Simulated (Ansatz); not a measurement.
# TiO2 (Anatase) (I4_1/amd) in Ansatz: settings compared

Aim: see how the results for TiO2 (Anatase) move with the level of theory and the settings. Levels: m-r2SCAN, PBE. Tasks: band structure, single point, equation of state.

Everything below comes from runs of Ansatz 0.2.0. Logs are shortened: lines on timing, memory, paths and dates and some standing lists are left out, and cuts for length are marked.

### 1 The crystal as given

It takes space group I4_1/amd (No. 141, tetragonal). Conventional cell: a = 3.784 Å, b = 3.784 Å, c = 9.515 Å, α = 90.00°, β = 90.00°, γ = 90.00°. Ti (site symmetry -4m2) has 6 O at 1.93 to 1.98 Å as nearest neighbours. O (site symmetry 2mm) is surrounded by 3 Ti at 1.93 to 1.98 Å.

### 2 Band structure, m-r2SCAN

input.yaml

```yaml
crystal:
  lattice:
    - [-1.8921, 1.8921, 4.7573]
    - [1.8921, -1.8921, 4.7573]
    - [1.8921, 1.8921, -4.7573]
  atoms:
    - { symbol: Ti, position: [0.75, 0.25, 0.5] }
    - { symbol: Ti, position: [0.0, 0.0, 0.0] }
    - { symbol: O, position: [0.7919, 0.7919, 0.0] }
    - { symbol: O, position: [0.5419, 0.0419, 0.5] }
    - { symbol: O, position: [0.9581, 0.4581, 0.5] }
    - { symbol: O, position: [0.2081, 0.2081, 0.0] }
hamiltonian:
  xc: mr2scan
  pseudopotentials: { kind: paw }
kpoints:
  mp_grid: { grid: [10, 10, 10] }
  band_path:
    path:
      - [[0.0, 0.0, 0.0], [-0.5, 0.5, 0.0], [-0.5, 0.5, -0.0790928267], [-0.2895464134, 0.2895464134, -0.2895464134], [0.0, 0.0, 0.0], [0.5, 0.5, -0.5], [0.2895464134, 0.7104535866, -0.7104535866], [0.0, 0.5, -0.5], [-0.25, 0.75, -0.25], [0.0790928267, 0.9209071733, -0.5], [0.5, 0.5, -0.5]]
      - [[-0.5, 0.5, 0.0], [-0.25, 0.75, -0.25]]
    npoints: 14
scf:
  occupations: { method: fermi_dirac, width: 0.05 }
  n_extra_bands: 15
output:
  forces: true
  stress: true
  eigenvalues: true
  fatbands: false
```

Potentials or basis: Ansatz PAW.

Run with:

```console
ansatz run input.yaml --threads 2 --pin off --max-ram 5120MiB --backend cpu --events-out ev --progress --plain --runs-dir out
```

The program printed:

```text
Warning: RAYON_NUM_THREADS=2 ignored (pool sized by the plan → 2); use --threads N
basis.fft_grid_basis auto: the FFT boxes are laid along the combinations [[1, 0, 1], [0, 1, 1], [0, 0, 1]] of the cell's own vectors, 3.784, 3.784 and 5.458 Å long. The dense box has 30×30×40 points. Along the cell's own vectors, as sized, it would have 40×40×40, 1.78 times as many. Of the 16 symmetry operations that the crystal satisfies within crystal.symmetry.tolerance (time reversal apart; of a slab, those that keep its plane) the dense box along the cell's own vectors carries 16, and the one as laid loses 14 of those. basis.fft_grid_basis: typed keeps the cell's own vectors: state it where this run's energies or levels are differenced outside the engine with another run's, or held beside a run that keeps those vectors.
scf.n_extra_bands = 15 over 24 filled bands (N_el = 48.0): the run solves 39 bands
Engine: ansatz 0.2.0, x86_64-unknown-linux-gnu
Pseudopotentials: kind: paw
Pseudopotential: Ti, paw, valence charge 12, recommended cutoff 500 eV (meta_gga), Ti.paw.azcp
Pseudopotential: O, paw, valence charge 6, recommended cutoff 500 eV (meta_gga), O.paw.azcp
Functional definition: m-r2SCAN
  exchange = m_r2scan_x
  correlation = m_r2scan_c
Crystal: 6 atoms, lattice volume = 68.125 Å³
Basis set: ecut = 500 eV, 1693 PW (Γ), FFT grids on a1+a3, a2+a3, a3, exchange–correlation on 120×120×160 points (64 copies of the dense FFT grid, shifted against one another)
Bands: 39, of which v1, the nominal top of the filled ones, is band 24 counted from 1 (23 counted from 0)
Symmetry: 16 space group operations
Space group: I41/amd (ITA 141), of the structure as read, at distance tolerance 4.1e-5 Å
k-points: 102 of 1000
Non-local potential: Ti, projectors of the file, l = 0: 3, l = 1: 2, l = 2: 3, l = 3: 1
Non-local potential: O, projectors of the file, l = 0: 2, l = 1: 2, l = 2: 1
PAW form: soft (Blöchl's): semilocal exchange-correlation on the pseudo side does not see the compensation charge
PAW frozen core: Ti, regenerated for the run's functional (the file was generated under x = pbe(κ = 0.804, μ = 0.2195149727645171), c = pbe(β = 0.06672455060314922))
PAW frozen core: O, regenerated for the run's functional (the file was generated under x = pbe(κ = 0.804, μ = 0.2195149727645171), c = pbe(β = 0.06672455060314922))
PAW one-centre angular grid: Ti, 590 points (default); XC on 160 Gauss nodes
PAW one-centre angular grid: O, 302 points (default); XC on 160 Gauss nodes
Initial density: superposition of atomic densities (neutral atoms: chi_scale 0, normalization atom), corrected by the library's trained network
Initial wavefunctions: pseudopotential atomic-orbital guess
Functional: x = mr2scan, c = mr2scan; τ floored in thin density (d = 2e-4 eV/Å³)
SCF iter   1: F=—  HF=-7292.638906 eV  |F-HF|=—  |Δ(HF+E_count)|=         —  Δρ=2.70e-2  dr2=5.82e-1  dr2_τ=3.98e-1  ethr=1.77e-3  ⟨swp⟩=5.9  Hψ=17295  notcnv=0  defer=161
preconditioner: auto → none  [insulator: Δε(μ)=3.039 eV  Ē_g=14.661 eV  σ=0.050 eV  W_gap=1.00  n_scr=14 (ndim 8)  ℏωp=25.4 eV  f_vac=0.101  D(μ)=0.00/eV (n_scr^D=0)  ε∞_Penn≈4.0]
SCF iter   2: F=—  HF=-7292.822682 eV  |F-HF|=—  |Δ(HF+E_count)|=   1.84e-1  Δρ=3.64e-2  dr2=8.52e-1  dr2_τ=1.02e-1  ethr=1.21e-3  ⟨swp⟩=2.3  Hψ=7498  notcnv=0  defer=865
SCF iter   3: F=—  HF=-7292.660584 eV  |F-HF|=—  |Δ(HF+E_count)|=   1.62e-1  Δρ=6.52e-3  dr2=1.18e-2  dr2_τ=1.33e-3  ethr=1.21e-3  ⟨swp⟩=2.0  Hψ=4977  notcnv=0  defer=865
SCF iter   4: F=—  HF=-7292.662244 eV  |F-HF|=—  |Δ(HF+E_count)|=   1.66e-3  Δρ=1.72e-3  dr2=2.35e-3  dr2_τ=2.11e-4  ethr=2.46e-5  ⟨swp⟩=2.7  Hψ=5305  notcnv=0  defer=865
SCF iter   5: F=—  HF=-7292.661821 eV  |F-HF|=—  |Δ(HF+E_count)|=   4.23e-4  Δρ=2.59e-4  dr2=1.18e-5  dr2_τ=3.85e-6  ethr=4.91e-6  ⟨swp⟩=2.0  Hψ=3995  notcnv=0  defer=865
SCF iter   6: F=—  HF=-7292.661833 eV  |F-HF|=—  |Δ(HF+E_count)|=   1.18e-5  Δρ=5.92e-5  dr2=2.81e-6  dr2_τ=9.09e-8  ethr=2.45e-8  ⟨swp⟩=2.0  Hψ=6379  notcnv=0  defer=865
SCF iter   7: F=-7292.661833 eV  HF=-7292.661833 eV  |F-HF|=4.20e-9  |Δ(HF+E_count)|=   3.66e-7  Δρ=6.40e-6  dr2=9.48e-9  dr2_τ=4.39e-9  ethr=2.08e-10  ⟨swp⟩=8.9  Hψ=20075  notcnv=0
SCF 1 converged in 7 iterations: F = -7292.661833 eV  dr2 = 9.48e-9
NSCF: frozen V_eff on 156 k-points
SCF converged after 7 iterations
Free energy (F): -7292.661833 eV
Harris-Foulkes:  -7292.661833 eV  (|F-HF|=4.20e-9)
Internal energy: -7292.661833 eV  (E = F + TS)
E sigma→0 (E₀):  -7292.661833 eV
Fermi energy:    8.270296 eV
--- Per-component energies (eV) ---
  E_band       = -505.830663
  E_kinetic    = 1252.060765
  E_local      = -3562.896642  (includes V_loc(G=0)·N_el)
  E_nonlocal   = 191.967904
  E_hartree    = 1379.504139
  E_xc         = -482.805122
  E_vxc        = -693.436977  (∫ρ·V_xc dr)
  E_paw        = -2747.667303  (= ΣΔE_a)
  E_vpaw       = -498.394964  (= ΣTr[D̂ρ^β])
  E_aug_tail   = 0.004655  (compensation charges beyond the density's cutoff)
  E_vtau       = 45.857761  (kinetic-family band-sum trace: ∫τ·v_τ [+ j·A + Jᵃ·Aᵃ] dr)
  E_ewald      = -3322.195552
  E_core_change = -0.634678  (= ΣΔE_core)
  E_smearing   = -0.000000  (= −TS)
  E_closure    = -0.000000  (closes the sum)
  Σ components = -7292.661833   (vs F -7292.661833, Δ=0.00e0)
--- Forces (eV/Å), atoms counted from 1 ---
  atom   1  Ti     0.00000000     0.00000000     0.00000000
  atom   2  Ti    -0.00000000     0.00000000    -0.00000000
  atom   3  O      0.00000000    -0.00000000    -0.00952101
  atom   4  O     -0.00000000    -0.00000000    -0.00952101
  atom   5  O     -0.00000000    -0.00000000     0.00952101
  atom   6  O      0.00000000     0.00000000     0.00952101
  max |Σ_I F_I| component: 1.39e-17 eV/Å
--- Stress (GPa, compression-positive) ---
        0.223144      -0.000000       0.000000
       -0.000000       0.223144      -0.000000
        0.000000      -0.000000       1.109829
  P = ⅓ Tr σ = 0.5187 GPa (5.187 kbar)
--- Band table (eV; the first three rows and the last of 102) ---
  k-point 0: bands = ["-51.6379", "-51.5766", "-27.0434", "-26.7978", "-26.7978", "-26.7258", "-26.7258", "-26.6400", "-11.7210", "-10.7200", "-10.5660", "-10.2343", "2.9072", "3.0793", "3.0793", "3.4493", "4.8496", "4.8496", "4.8851", "6.1590", "6.1921", "6.1921", "6.4753", "6.4753", "9.4725", "10.2114", "11.3647", "11.3647", "11.3789", "11.3789", "12.3522", "12.6329", "12.6550", "13.6915", "15.0971", "19.7715", "21.0767", "24.0680", "24.0680"]
  k-point 1: bands = ["-51.6360", "-51.5777", "-27.0428", "-26.8179", "-26.8047", "-26.7369", "-26.7258", "-26.6356", "-11.6235", "-10.6596", "-10.5236", "-10.2044", "2.8683", "2.8881", "2.9549", "3.4626", "4.6525", "4.9388", "4.9907", "5.9504", "5.9724", "6.0100", "6.1918", "6.6002", "9.8823", "10.2751", "10.9274", "11.1685", "11.2151", "11.3380", "12.7884", "12.9180", "13.1379", "13.8444", "15.4720", "19.8740", "21.0914", "22.9814", "24.5467"]
  k-point 2: bands = ["-51.6305", "-51.5809", "-27.0416", "-26.8657", "-26.8221", "-26.7659", "-26.7233", "-26.6314", "-11.3552", "-10.5067", "-10.4081", "-10.1275", "2.4747", "2.6796", "2.8285", "3.5587", "4.2356", "4.7189", "4.9677", "5.1835", "5.3496", "5.8114", "6.3310", "6.6983", "10.3193", "10.4999", "10.6554", "11.0103", "11.0630", "11.4922", "13.0362", "13.8398", "13.8511", "14.1350", "16.4265", "20.1489", "21.2445", "21.4897", "24.0470"]
  k-point 101: bands = ["-51.6073", "-51.6073", "-26.8453", "-26.8453", "-26.8210", "-26.8210", "-26.7023", "-26.7023", "-11.1355", "-11.1355", "-10.5075", "-10.5075", "3.1697", "3.1697", "3.1712", "3.1712", "4.8868", "4.8868", "5.5733", "5.5733", "5.6674", "5.6674", "6.8321", "6.8321", "9.8295", "9.8295", "11.1444", "11.1444", "11.6183", "11.6183", "12.2711", "12.2711", "13.1758", "13.1758", "17.1313", "17.1313", "23.8725", "23.8725", "24.5855"]
```

It took 14 s on 2 threads of Intel Xeon 6975P-C (Granite Rapids), shared host; peak memory 0.7 GiB.

Results:

| Property | Result |
| --- | --- |
| Free energy | -7292.6618 eV |
| Pressure | 0.5 GPa |
| Largest force | 0.010 eV/Å |
| Band gap on the k mesh | 2.52 eV, indirect (least direct gap 2.86 eV) |
| Band gap along the path | 2.50 eV, indirect (least direct gap 2.86 eV) |

Forces in eV/Å, atoms in the order of the input:
```
Ti   0.000  0.000  0.000
Ti   0.000  0.000  0.000
O    0.000  0.000 -0.010
O    0.000  0.000 -0.010
O    0.000  0.000  0.010
O    0.000  0.000  0.010
```

Levels at the corners of the path, in eV from the valence-band top:
```csv
point,band 20,band 21,band 22,band 23,band 24,band 25,band 26,band 27,band 28,band 29
Γ,-0.81,-0.78,-0.78,-0.50,-0.50,2.50,3.24,4.39,4.39,4.41
X,-2.73,-2.10,-2.10,-0.05,-0.05,3.73,3.73,4.20,4.20,5.29
Y,-2.84,-1.94,-1.94,-0.09,-0.09,3.70,3.70,4.14,4.14,5.17
S,-1.88,-1.23,-0.97,-0.94,-0.85,3.60,3.88,3.95,4.00,4.64
Γ,-0.81,-0.78,-0.78,-0.50,-0.50,2.50,3.24,4.39,4.39,4.41
Z,-1.40,-1.30,-1.30,-0.14,-0.14,2.86,2.86,4.17,4.17,4.65
S1,-1.88,-1.23,-0.97,-0.94,-0.85,3.60,3.88,3.95,4.00,4.64
N,-2.02,-1.98,-0.99,-0.87,-0.68,3.63,3.94,3.95,4.05,4.68
P,-3.08,-1.63,-1.63,-0.24,-0.24,3.95,3.95,3.99,3.99,5.28
Y1,-2.84,-1.94,-1.94,-0.09,-0.09,3.70,3.70,4.14,4.14,5.17
Z,-1.40,-1.30,-1.30,-0.14,-0.14,2.86,2.86,4.17,4.17,4.65
X,-2.73,-2.10,-2.10,-0.05,-0.05,3.73,3.73,4.20,4.20,5.29
P,-3.08,-1.63,-1.63,-0.24,-0.24,3.95,3.95,3.99,3.99,5.28
```

Caveat: the PAW data sets come from PBE, with cores solved anew for the run's functional, which leaves a small shift of forces and pressure.

### 3 Single point, PBE, 10.67 Å³/atom (volume scaled by 0.94)

input.yaml

```yaml
crystal:
  lattice:
    - [-1.8534748763, 1.8534748763, 4.660184995]
    - [1.8534748763, -1.8534748763, 4.660184995]
    - [1.8534748763, 1.8534748763, -4.660184995]
  atoms:
    - { symbol: Ti, position: [0.75, 0.25, 0.5] }
    - { symbol: Ti, position: [0.0, 0.0, 0.0] }
    - { symbol: O, position: [0.7919, 0.7919, 0.0] }
    - { symbol: O, position: [0.5419, 0.0419, 0.5] }
    - { symbol: O, position: [0.9581, 0.4581, 0.5] }
    - { symbol: O, position: [0.2081, 0.2081, 0.0] }
hamiltonian:
  xc: pbe
  pseudopotentials: { kind: paw, partial_waves: polarizable }
kpoints:
  mp_grid: { grid: [10, 10, 10] }
scf:
  occupations: { method: fermi_dirac, width: 0.05 }
output:
  forces: true
  stress: true
  eigenvalues: true
```

Potentials or basis: Ansatz PAW polarizable.

Run with:

```console
ansatz run input.yaml --threads 2 --pin off --max-ram 5120MiB --backend cpu --events-out ev --progress --plain --runs-dir out
```

Wall time 3.2 s (2 threads of Intel Xeon 6975P-C (Granite Rapids), shared host); peak memory 0.5 GiB.

The run converged. Its results:

* Free energy: -7277.1448 eV
* Pressure: 21.2 GPa
* Largest force: 0.506 eV/Å
* Band gap on the k mesh: 2.28 eV, indirect (least direct gap 2.60 eV)

Caveat: the pressure holds a Pulay correction of +0.7 GPa for the finite cutoff.

### 4 Single point, PBE, 10.90 Å³/atom (volume scaled by 0.96)

input.yaml, as its differences from that of step 3:

```diff
@@ -2,5 +2,5 @@
   lattice:
-    - [-1.8534748763, 1.8534748763, 4.660184995]
-    - [1.8534748763, -1.8534748763, 4.660184995]
-    - [1.8534748763, 1.8534748763, -4.660184995]
+    - [-1.8665279463, 1.8665279463, 4.6930042805]
+    - [1.8665279463, -1.8665279463, 4.6930042805]
+    - [1.8665279463, 1.8665279463, -4.6930042805]
   atoms:
```

Run with:

```console
ansatz run input.yaml --threads 2 --pin off --max-ram 5120MiB --backend cpu --events-out ev --progress --plain --runs-dir out
```

Wall time 3.7 s (2 threads of Intel Xeon 6975P-C (Granite Rapids), shared host); peak memory 0.53 GiB.

The run converged. Its results:

| Property | Result |
| --- | --- |
| Free energy | -7277.2997 eV |
| Pressure | 15.3 GPa |
| Largest force | 0.361 eV/Å |
| Band gap on the k mesh | 2.23 eV, indirect (least direct gap 2.55 eV) |

Caveat: the pressure holds a Pulay correction of +0.7 GPa for the finite cutoff.

### 5 Single point, PBE, 11.13 Å³/atom (volume scaled by 0.98)

input.yaml, as its differences from that of step 4:

```diff
@@ -2,5 +2,5 @@
   lattice:
-    - [-1.8665279463, 1.8665279463, 4.6930042805]
-    - [1.8665279463, -1.8665279463, 4.6930042805]
-    - [1.8665279463, 1.8665279463, -4.6930042805]
+    - [-1.8794009597, 1.8794009597, 4.72537085]
+    - [1.8794009597, -1.8794009597, 4.72537085]
+    - [1.8794009597, 1.8794009597, -4.72537085]
   atoms:
```

Run with:

```console
ansatz run input.yaml --threads 2 --pin off --max-ram 5120MiB --backend cpu --events-out ev --progress --plain --runs-dir out
```

It took 2.7 s on 2 threads of Intel Xeon 6975P-C (Granite Rapids), shared host; peak memory 0.53 GiB.

It converged, with:

- Free energy: -7277.4070 eV
- Pressure: 10.0 GPa
- Largest force: 0.227 eV/Å
- Band gap on the k mesh: 2.18 eV, indirect (least direct gap 2.51 eV)

Caveat: the pressure holds a Pulay correction of +0.7 GPa for the finite cutoff.

### 6 Single point, PBE, 11.35 Å³/atom

input.yaml, as its differences from that of step 5:

```diff
@@ -2,5 +2,5 @@
   lattice:
-    - [-1.8794009597, 1.8794009597, 4.72537085]
-    - [1.8794009597, -1.8794009597, 4.72537085]
-    - [1.8794009597, 1.8794009597, -4.72537085]
+    - [-1.8921, 1.8921, 4.7573]
+    - [1.8921, -1.8921, 4.7573]
+    - [1.8921, 1.8921, -4.7573]
   atoms:
@@ -23 +23,5 @@
   eigenvalues: true
+  write_density: true
+  write_potential: true
+  elf: true
+  volumetric_format: npy
```

Potentials or basis: Ansatz PAW polarizable.

Run with:

```console
ansatz run input.yaml --threads 2 --pin off --max-ram 5120MiB --backend cpu --events-out ev --progress --plain --runs-dir out
```

Wall time 5.4 s (2 threads of Intel Xeon 6975P-C (Granite Rapids), shared host); peak memory 0.58 GiB.

Results (log left out):

```
Free energy            : -7277.4710 eV
Pressure               : 5.2 GPa
Largest force          : 0.102 eV/Å
Band gap on the k mesh : 2.14 eV, indirect (least direct gap 2.46 eV)
```

Caveat: the pressure holds a Pulay correction of +0.7 GPa for the finite cutoff.

### 7 Single point, PBE, 11.58 Å³/atom (volume scaled by 1.02)

input.yaml, as its differences from that of step 6:

```diff
@@ -2,5 +2,5 @@
   lattice:
-    - [-1.8921, 1.8921, 4.7573]
-    - [1.8921, -1.8921, 4.7573]
-    - [1.8921, 1.8921, -4.7573]
+    - [-1.9046308288, 1.9046308288, 4.7888062162]
+    - [1.9046308288, -1.9046308288, 4.7888062162]
+    - [1.9046308288, 1.9046308288, -4.7888062162]
   atoms:
@@ -23,5 +23 @@
   eigenvalues: true
-  write_density: true
-  write_potential: true
-  elf: true
-  volumetric_format: npy
```

Run with:

```console
ansatz run input.yaml --threads 2 --pin off --max-ram 5120MiB --backend cpu --events-out ev --progress --plain --runs-dir out
```

Wall time 3.7 s (2 threads of Intel Xeon 6975P-C (Granite Rapids), shared host); peak memory 0.55 GiB.

The run converged. Its results:

```yaml
Free_energy: -7277.4962 eV
Pressure: 0.8 GPa
Largest_force: 0.014 eV/Å
Band_gap_on_the_k_mesh: 2.09 eV, indirect (least direct gap 2.42 eV)
```

Caveat: the pressure holds a Pulay correction of +0.7 GPa for the finite cutoff.

### 8 Single point, PBE, 11.81 Å³/atom (volume scaled by 1.04)

input.yaml, as its differences from that of step 7:

```diff
@@ -2,5 +2,5 @@
   lattice:
-    - [-1.9046308288, 1.9046308288, 4.7888062162]
-    - [1.9046308288, -1.9046308288, 4.7888062162]
-    - [1.9046308288, 1.9046308288, -4.7888062162]
+    - [-1.916998908, 1.916998908, 4.8199032318]
+    - [1.916998908, -1.916998908, 4.8199032318]
+    - [1.916998908, 1.916998908, -4.8199032318]
   atoms:
```

Run with:

```console
ansatz run input.yaml --threads 2 --pin off --max-ram 5120MiB --backend cpu --events-out ev --progress --plain --runs-dir out
```

Run time: 3.1 s. Hardware: 2 threads of Intel Xeon 6975P-C (Granite Rapids), shared host; peak memory 0.56 GiB.

It converged, with:

```yaml
Free_energy: -7277.4863 eV
Pressure: -3.1 GPa
Largest_force: 0.122 eV/Å
Band_gap_on_the_k_mesh: 2.04 eV, indirect (least direct gap 2.37 eV)
```

Caveat: the pressure holds a Pulay correction of +0.7 GPa for the finite cutoff.

### 9 Single point, PBE, 12.04 Å³/atom (volume scaled by 1.06)

input.yaml, as its differences from that of step 8:

```diff
@@ -2,5 +2,5 @@
   lattice:
-    - [-1.916998908, 1.916998908, 4.8199032318]
-    - [1.916998908, -1.916998908, 4.8199032318]
-    - [1.916998908, 1.916998908, -4.8199032318]
+    - [-1.9292094213, 1.9292094213, 4.8506040801]
+    - [1.9292094213, -1.9292094213, 4.8506040801]
+    - [1.9292094213, 1.9292094213, -4.8506040801]
   atoms:
```

Potentials or basis: Ansatz PAW polarizable.

Run with:

```console
ansatz run input.yaml --threads 2 --pin off --max-ram 5120MiB --backend cpu --events-out ev --progress --plain --runs-dir out
```

Wall time 3.4 s (2 threads of Intel Xeon 6975P-C (Granite Rapids), shared host); peak memory 0.55 GiB.

Results (log left out):

* Free energy: -7277.4447 eV
* Pressure: -6.6 GPa
* Largest force: 0.222 eV/Å
* Band gap on the k mesh: 2.00 eV, indirect (least direct gap 2.32 eV)

Caveat: the pressure holds a Pulay correction of +0.7 GPa for the finite cutoff.

### 10 Equation of state, PBE

No new run: the results of the series are fitted here.

Results:

- Equilibrium volume: 11.63 Å³/atom
- Bulk modulus at fixed shape and positions: 207 GPa
- Pressure derivative of the bulk modulus: 4.2

Energy against volume, from the lowest point:
```tsv
volume (Å³/atom)	energy (meV/atom)
10.673	58.56
10.900	32.75
11.127	14.87
11.354	4.19
11.581	0.00
11.808	1.65
12.035	8.57
```

Caveat: the cell was scaled at fixed shape and fractional positions, which overstates the stiffness of a crystal with free parameters, most of all of layers and chains.
